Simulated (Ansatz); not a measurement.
Runs of Ansatz 0.2.0 on Cd. The structure is hexagonal, space group P6_3/mmc (No. 194). The conventional cell has a = 2.979 Å, b = 2.979 Å, c = 5.618 Å, α = 90.00°, β = 90.00°, γ = 120.00°. Cd (site symmetry -6m2) has 12 Cd at 2.98 to 3.29 Å as nearest neighbours. 

| potentials or basis | cutoff (eV) | V0 of scaled cells (Å³/atom) | B0 (GPa) |
| --- | --- | --- | --- |
| Ansatz PAW | 420 | 21.01 | 63 |
| Ansatz PAW earlier set | 520 | 21.01 | 63 |
| PseudoDojo standard | 1388 | 21.08 | 62 |
| PseudoDojo stringent | 1633 | (a) | 63 |

Alike in all rows: task equation of state; level PBEsol; no spin polarisation; cell as given; k mesh 10 × 10 × 5; smearing fermi-dirac 0.05 eV.

Task: Fill in the values left out.

Result: (a) 21.03.

Caveats: the cell was scaled at fixed shape and fractional positions, which overstates the stiffness of a crystal with free parameters, most of all of layers and chains.
